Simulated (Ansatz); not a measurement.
**Calculated with Ansatz: TiPbO3, relaxation**

Input:

```yaml
crystal:
  lattice:
    - [3.89826548, 3.89826548, 0.0]
    - [3.89826548, -3.89826548, 0.0]
    - [0.0, 0.0, 4.03144804]
  atoms:
    - { symbol: Pb, position: [0.0, 0.0, 0.0] }
    - { symbol: Pb, position: [0.5, 0.5, 0.0] }
    - { symbol: Ti, position: [0.0, 0.5, 0.5284] }
    - { symbol: Ti, position: [0.5, 0.0, 0.5284] }
    - { symbol: O, position: [0.0, 0.5, 0.084] }
    - { symbol: O, position: [0.5, 0.0, 0.084] }
    - { symbol: O, position: [0.25, 0.25, 0.582] }
    - { symbol: O, position: [0.75, 0.75, 0.582] }
    - { symbol: O, position: [0.25, 0.75, 0.582] }
    - { symbol: O, position: [0.75, 0.25, 0.582] }
kpoints:
  mp_grid: { grid: [4, 4, 6], shift: [0, 0, 0] }
magnetization:
  spin_polarized: true
scf:
  occupations: { method: fermi_dirac }
  lower_state_search: "off"
hamiltonian:
  pseudopotentials: { kind: paw }
  xc: pbe
  hubbard: { projectors: atomic, sites: [{ species: Ti, l: d, u_eff: 5.16 }] }
basis:
  ecutwfc: 420
  fft_grid_basis: typed
relax:
  max_steps: 40
  cell: { p_target: 20.0 }
  f_tol: 0.03
output:
  forces: true
  stress: true
  eigenvalues: true
  bader: true
  populations: true
  elf: true
  write_potential: true
  volumetric_format: npy
  dos:
    e_range: [-12, 8]
    de: 0.05
    projected: { site_lists: { O: [O], Pb: [Pb], Ti: [Ti] } }
  write_density: true
checkpoint:
  read: saved_state
```

The command:

```bash
ansatz run input.yaml --threads 2 --pin off --max-ram 4096MiB --backend cpu --events-out ev --progress --plain --runs-dir out
```

Origin of the cell: a database entry, scaled a little.

The smearing width isn't typed, so it takes its default of 0.1 eV.

The saved state is a converged single point of the same cell.

Steps («new basis» is an SCF on plane waves selected anew at the same cell):

| step | ΔH (meV/atom) | max force component (eV/Å) | P (GPa) | volume (Å³) | SCF iterations | step was |
| --- | --- | --- | --- | --- | --- | --- |
| 1 | 0.0 | 0.923 | 10.48 | 122.53 | 7 | accepted |
| 2 | -24.5 | 1.050 | 24.79 | 113.69 | 9 | accepted |
| 3 | -29.9 | 0.606 | 20.26 | 116.21 | 9 | accepted |
| 4 | -37.3 | 0.218 | 20.46 | 115.02 | 9 | accepted |
| 5 | -37.9 | 0.025 | 19.89 | 115.16 | 6 | accepted |
| 6 | -38.0 | 0.004 | 20.02 | 115.08 | 6 | accepted |
| 7 | -38.0 | 0.003 | 20.07 | 115.05 | 7 | accepted |
| 8 | -38.0 | 0.000 | 20.00 | 115.08 | 5 | accepted |
| 9 | -36.1 | 0.000 | 19.70 | 115.08 | 8 | new basis |
| 10 | -36.2 | 0.000 | 20.01 | 114.94 | 4 | accepted |
| 11 | -36.1 | 0.000 | 20.00 | 114.94 | 7 | new basis |

The starting structure.

Space group P4mm (No. 99); the run's cell has a = 5.513 Å, b = 5.513 Å, c = 4.031 Å, α = 90.00°, β = 90.00°, γ = 90.00°. Shortest distances: O–Ti 1.79 Å, O–Pb 2.58 Å, O–O 2.76 Å, Pb–Ti 3.35 Å.

After:

Space group Pm-3m (No. 221); the run's cell has a = 5.458 Å, b = 5.458 Å, c = 3.859 Å, α = 90.00°, β = 90.00°, γ = 90.00°. Shortest distances: O–Ti 1.93 Å, O–Pb 2.73 Å, O–O 2.73 Å, Pb–Ti 3.34 Å.

```
CELL_PARAMETERS angstrom
3.85919 3.85919 0.00000
3.85919 -3.85919 0.00000
0.00000 0.00000 3.85871
ATOMIC_POSITIONS crystal
Pb 0.00000 0.00000 0.05484
Pb 0.50000 0.50000 0.05484
Ti 0.00000 0.50000 0.55510
Ti 0.50000 0.00000 0.55510
O 0.00000 0.50000 0.05535
O 0.50000 0.00000 0.05535
O 0.25000 0.25000 0.55555
O 0.75000 0.75000 0.55555
O 0.25000 0.75000 0.55555
O 0.75000 0.25000 0.55555
```

* Enthalpy lowered by: 36.1 meV/atom
* Volume change: -6.19 %
* Final pressure: 20.00 GPa
* Relaxation steps listed: 11

Caveats: no spin-orbit coupling, though heavy elements are present; spin is on but no moment was typed; the relaxation held the start's symmetry, so the end may be a saddle point.

The run took 2.4 min on 2 threads of Arm Neoverse V2, with other jobs on the host, peak memory 0.61 GiB, from a saved density.
